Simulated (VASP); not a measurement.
# ZrB2 (P6/mmm) in VASP: further runs

The runs below take ZrB2 through relaxation of cell and atoms, with PBEsol.

Everything below comes from runs of VASP 6.6.1. Logs are shortened: lines on timing, memory, paths and dates and some standing lists are left out, and cuts for length are marked.

## Step 1: The crystal as given

It takes space group P6/mmm (No. 191, hexagonal). The conventional cell has a = 3.170 Å, b = 3.170 Å, c = 3.533 Å, α = 90.00°, β = 90.00°, γ = 120.00°. Around Zr (site symmetry 6/mmm) lie 12 B at 2.54 Å. Around B (site symmetry -6m2) lie 3 B at 1.83 Å.

## Step 2: Relaxation of cell and atoms, PBEsol

Contents of INCAR:

```
ALGO     = Normal         # electronic algorithm
EDIFF    = 1E-6           # SCF threshold, eV
EDIFFG   = -0.01          # ionic threshold
ENCUT    = 600            # plane-wave cutoff, eV
GGA      = PS             # functional
IBRION   = 2              # ionic algorithm
ISIF     = 3              # what is computed and relaxed
ISMEAR   = 1              # smearing method
LASPH    = T              # aspherical terms in the spheres
LCHARG   = F              # write CHGCAR
LREAL    = F              # projectors in reciprocal space
LWAVE    = F              # write WAVECAR
NELM     = 80             # most SCF steps
NSW      = 90             # ionic steps
PREC     = Accurate       # precision mode
SIGMA    = 0.1            # smearing width, eV
```

Contents of KPOINTS:

```
k-points
0
Gamma
  15 15 10
```

Contents of POSCAR:

```
ZrB2
1.0
    3.1700000000      0.0000000000      0.0000000000
   -1.5850000000      2.7453005300      0.0000000000
    0.0000000000      0.0000000000      3.5330000000
Zr B
1 2
Direct
    0.0000000000      0.0000000000      0.0000000000
    0.3333333300      0.6666666700      0.5000000000
    0.6666666700      0.3333333300      0.5000000000
```

Potentials or basis: VASP PAW PBE potentials, release 64 (Zr_sv, B).

On the command line:

```sh
> cat potpaw_PBE.64/Zr_sv/POTCAR potpaw_PBE.64/B/POTCAR > POTCAR
> mpirun -np 1 vasp_std > vasp.out
```

OUTCAR:

```text
EDIFF = 1E-6
   EDIFFG = -0.01
   ENCUT = 600
   GGA = PS
   IBRION = 2
   ISIF = 3
   ISMEAR = 1
   LASPH = T
   LREAL = F
   NELM = 80
   NSW = 90
   PREC = Accurate

 ion  position               nearest neighbor table
   1  0.000  0.000  0.000-   2 2.54   3 2.54   2 2.54   3 2.54   3 2.54   3 2.54   2 2.54   2 2.54
                             3 2.54   3 2.54   2 2.54   2 2.54
   2  0.333  0.667  0.500-   3 1.83   3 1.83   3 1.83   1 2.54   1 2.54   1 2.54   1 2.54   1 2.54
                             1 2.54
   3  0.667  0.333  0.500-   2 1.83   2 1.83   2 1.83   1 2.54   1 2.54   1 2.54   1 2.54   1 2.54
                             1 2.54

  LATTYP: Found a hexagonal cell.
 ALAT       =     3.1700000000
 C/A-ratio  =     1.1145110410

  Lattice vectors:

 A1 = (   3.1700000000,   0.0000000000,   0.0000000000)
 A2 = (  -1.5850000000,   2.7453005300,   0.0000000000)
 A3 = (   0.0000000000,   0.0000000000,   3.5330000000)

Analysis of symmetry for initial positions (statically):
=====================================================================
 Subroutine PRICEL returns:
 Original cell was already a primitive cell.

 Routine SETGRP: Setting up the symmetry group for a
 hexagonal supercell.

 Subroutine GETGRP returns: Found 24 space group operations
 (whereof 24 operations were pure point group operations)
 out of a pool of 24 trial point group operations.

The static configuration has the point symmetry D_6h.

Analysis of symmetry for dynamics (positions and initial velocities):
=====================================================================
 Subroutine PRICEL returns:
 Original cell was already a primitive cell.

 Routine SETGRP: Setting up the symmetry group for a
 hexagonal supercell.

 Subroutine GETGRP returns: Found 24 space group operations
 (whereof 24 operations were pure point group operations)
 out of a pool of 24 trial point group operations.

The dynamic configuration has the point symmetry D_6h.

 Subroutine INISYM returns: Found 24 space group operations
 (whereof 24 operations are pure point group operations),
 and found     1 'primitive' translations

----------------------------------------------------------------------------------------

                                     Primitive cell

  volume of cell :      30.7463

  direct lattice vectors                    reciprocal lattice vectors
     3.170000000  0.000000000  0.000000000     0.315457413  0.182129422  0.000000000
    -1.585000000  2.745300530  0.000000000     0.000000000  0.364258845  0.000000000
     0.000000000  0.000000000  3.533000000     0.000000000  0.000000000  0.283045570

  length of vectors
     3.170000000  3.170000000  3.533000000     0.364258845  0.364258845  0.283045570

  position of ions in fractional coordinates (direct lattice)
     0.000000000  0.000000000  0.000000000
     0.333333330  0.666666670  0.500000000
     0.666666670  0.333333330  0.500000000

  ion indices of the primitive-cell ions
   primitive index   ion index
                 1           1
                 2           2
                 3           3

----------------------------------------------------------------------------------------

 KPOINTS: k-points

Automatic generation of k-mesh.
 Grid dimensions read from file:
 generate k-points for:   15   15   10

 Generating k-lattice:

  Cartesian coordinates                     Fractional coordinates (reciprocal lattice)
     0.021030494  0.012141961  0.000000000     0.066666667  0.000000000  0.000000000
     0.000000000  0.024283923  0.000000000     0.000000000  0.066666667  0.000000000
     0.000000000  0.000000000  0.028304557     0.000000000  0.000000000  0.100000000

  Length of vectors
     0.024283923  0.024283923  0.028304557

  Shift w.r.t. Gamma in fractional coordinates (k-lattice)
     0.000000000  0.000000000  0.000000000

 Subroutine IBZKPT returns following result:
 ===========================================

 Found    162 irreducible k-points:

 Following reciprocal coordinates:
            Coordinates               Weight
  0.000000  0.000000  0.000000      1.000000
  0.066667  0.000000  0.000000      6.000000
  0.133333  0.000000  0.000000      6.000000
  0.200000 -0.000000  0.000000      6.000000
  0.266667  0.000000  0.000000      6.000000
  0.333333 -0.000000  0.000000      6.000000
[... 16 lines left out ...]
  0.333333  0.200000  0.000000     12.000000
  0.400000  0.200000  0.000000      6.000000
 [... further k-points ...]
   k-points           NKPTS =    162   k-points in BZ     NKDIM =    162   number of bands    NBANDS=     13
   number of dos      NEDOS =    301   number of ions     NIONS =      3
   total plane-waves  NPLWV =  21952
   dimension x,y,z NGX =    28 NGY =   28 NGZ =   28
   dimension x,y,z NGXF=    56 NGYF=   56 NGZF=   56
   ions per type =               1   2
   NGX,Y,Z   is equivalent  to a cutoff of  14.68, 14.68, 13.18 a.u.
   NGXF,Y,Z  is equivalent  to a cutoff of  29.37, 29.37, 26.35 a.u.
 SYSTEM =  unknown system
   PREC   = accura    normal or accurate (medium, high low for compatibility)
   ISTART =      0    job   : 0-new  1-cont  2-samecut
   ICHARG =      2    charge: 1-file 2-atom 10-const
   ISPIN  =      1    spin polarized calculation?
   LNONCOLLINEAR =      F non collinear calculations
   LSORBIT =      F    spin-orbit coupling
   LASPH  =      T    aspherical Exc in radial PAW
   ENCUT  =  600.0 eV  44.10 Ry    6.64 a.u.   6.33  6.33  7.06*2*pi/ulx,y,z
   NELM   =     80;   NELMIN=  2; NELMDL= -5     # of ELM steps
   EDIFF  = 0.1E-05   stopping-criterion for ELM
   LREAL  =      F    real-space projection
   EDIFFG = -.1E-01   stopping-criterion for IOM
   NSW    =     90    number of steps for IOM
   IBRION =      2    ionic relax: 0-MD 1-quasi-New 2-CG
   NFREE  =      1    steps in history (QN), initial steepest desc. (CG)
   ISIF   =      3    stress and relaxation
   ISYM   =      2    0-nonsym 1-usesym 2-fastsym
   POTIM  = 0.5000    time-step for ionic-motion
   TEBEG  =    0.0;   TEEND  =   0.0 temperature during run
   PSTRESS=    0.0 pullay stress
   NELECT =      18.0000    total number of electrons
   NUPDOWN=      -1.0000    fix difference up-down
   EMIN   =  10.00;   EMAX   =-10.00  energy-range for DOS
   EFERMI =   0.00;   METHOD = LEGACY
   ISMEAR =     1;   SIGMA  =   0.10  broadening in eV -4-tet -1-fermi 0-gaus
   EFERMI_NEDOS =   21; number of points for ismear=-14 and -15
   IALGO  =     38    algorithm
   IMIX   =      4    mixing-type and parameters
     AMIX     =   0.40;   BMIX     =  1.00
     AMIX_MAG =   1.60;   BMIX_MAG =  1.00
  volume/ion in A,a.u.               =      10.25        69.16
  Fermi-wavevector in a.u.,A,eV,Ry     =   1.369519  2.588016 25.518847  1.875582
  Thomas-Fermi vector in A             =   2.495387
   LORBIT       =      0    0 simple, 1 ext, 2 COOP (PROOUT), +10 PAW based schemes
   GGA     = PS    functional components
   LHFCALC =     F    Hartree Fock is set to
   AEXX    =    0.0000 exact exchange contribution
   IVDW    =     0    specifies the selected vdW correction
   LEPSILON=     F    determine dielectric tensor
   LRPA    =     F    only Hartree local field effects (RPA)
 conjugate gradient relaxation of ions
 non-spin polarized calculation
 Methfessel and Paxton  Order N= 1 SIGMA  =   0.10
  energy-cutoff  :      600.00
  volume of cell :       30.75
 maximum number of plane-waves:      1046
 NGX is ok and might be reduce to    28
   NGX = 13   NGY = 13   NGZ = 15

--------------------------------------- Ionic step        1  -------------------------------------------

 number of electron      18.0000000 magnetization

 Free energy of the ion-electron system (eV)
  ---------------------------------------------------
  ext. energy  EPLUGINS =         0.00000000
  ---------------------------------------------------
  free energy    TOTEN  =       -26.40053977 eV

  energy without entropy =      -26.40067155  energy(sigma->0) =      -26.40058369

------------------------ aborting loop because EDIFF is reached ----------------------------------------

  FORCE on cell =-STRESS in cart. coord.  units (eV):
  Direction    XX          YY          ZZ          XY          YZ          ZX
  --------------------------------------------------------------------------------------
  -------------------------------------------------------------------------------------
  Total       -0.6694737     -0.6694737     -0.8413869      0.0000000      0.0000000      0.0000000
  in kB      -34.8860091    -34.8860091    -43.8443376      0.0000000      0.0000000      0.0000000
  external PRESSURE =     -37.8721186 kB  Pullay stress =       0.0000000 kB
[... 96 lines left out ...]
  energy  without entropy=      -26.4065770756  energy(sigma->0) =      -26.40649700

--------------------------------------- Ionic step        4  -------------------------------------------

 number of electron      18.0000000 magnetization

 Free energy of the ion-electron system (eV)
  ---------------------------------------------------
  ext. energy  EPLUGINS =         0.00000000
  ---------------------------------------------------
  free energy    TOTEN  =       -26.40657367 eV

  energy without entropy =      -26.40669485  energy(sigma->0) =      -26.40661406

 E-fermi :  10.5602     XC(G=0): -12.6126

 val. band max:       10.4829949427   @ k =   0.0667   0.0667   0.5000
 cond. band min:      10.5984500233   @ k =   0.0667   0.0667   0.4000
 fundamental gap:      0.1154550806
 Fermi energy:        10.5602494888

 k-point     1 :       0.0000    0.0000    0.0000
  band No.  band energies     occupation
      1     -37.8458      2.00000
      2     -16.0829      2.00000
      3     -15.4970      2.00000
      4     -15.4970      2.00000
      5      -2.1637      2.00000
      6       7.9257      2.00000
      7       7.9257      2.00000
      8       7.9558      2.00000
      9       8.3173      2.00000
     10      14.0657      0.00000
     11      14.0657      0.00000
     12      14.9100      0.00000
     13      14.9100      0.00000
[... 353 lines left out ...]
 k-point    24 :       0.4000    0.2000    0.0000
  band No.  band energies     occupation
      1     -37.7114      2.00000
      2     -16.3746      2.00000
      3     -15.9499      2.00000
      4     -15.8824      2.00000
      5       2.2184      2.00000
      6       2.3957      2.00000
      7       5.0386      2.00000
      8       7.1990      2.00000
      9       9.6004      2.00000
     10      10.3575      2.01463
     11      13.3889      0.00000
     12      14.8162      0.00000
     13      17.1025      0.00000

 [... further k-points ...]
[... 5 lines left out ...]
  --------------------------------------------------------------------------------------
  -------------------------------------------------------------------------------------
  Total        0.0010151      0.0010151     -0.0075037      0.0000000      0.0000000      0.0000000
  in kB        0.0537426      0.0537426     -0.3972526      0.0000000      0.0000000      0.0000000
  external PRESSURE =      -0.0965891 kB  Pullay stress =       0.0000000 kB
[... 18 lines left out ...]
  FREE ENERGIE OF THE ION-ELECTRON SYSTEM (eV)
  ---------------------------------------------------
  free  energy   TOTEN  =       -26.4065736659 eV

  energy  without entropy=      -26.4066948502  energy(sigma->0) =      -26.40661406

 reached required accuracy - stopping structural energy minimisation
```

Run time: 80 s. Hardware: 1 thread of Intel Xeon 6975P-C (Granite Rapids), shared host; peak memory 0.23 GiB.

What came out:

* Free energy: -26.4066 eV
* Relaxed volume: 10.09 Å³/atom
* Relaxed cell: a = 3.157 Å, b = 3.157 Å, c = 3.506 Å, α = 90.00°, β = 90.00°, γ = 120.00°
* Space group after relaxing (to 0.05 Å): P6/mmm (No. 191)
* Energy gained by relaxing: 2.0 meV/atom
* Ionic steps: 4
* Pressure after relaxing: 0.0 GPa
* Band gap on the k mesh: none (metal or under the smearing width)

The path:
```csv
step,energy change (eV),largest force (eV/Å),pressure (GPa),volume (Å³)
1,0.0000,0.0000,-3.79,30.75
2,0.0031,0.0000,5.07,29.68
3,-0.0059,0.0000,0.05,30.26
4,-0.0060,0.0000,-0.01,30.26
```

Final structure:
```xyz
3
Lattice="3.1570 0.0000 0.0000 -1.5785 2.7340 0.0000 0.0000 0.0000 3.5063" Properties=species:S:1:pos:R:3 pbc="T T T"
Zr    0.0000    0.0000    0.0000
B     0.0000    1.8227    1.7531
B     1.5785    0.9113    1.7531
```

Caveat: the PAW data sets were made with another functional, which shifts forces and pressure a little.

(Continued in part 2 of 2.)
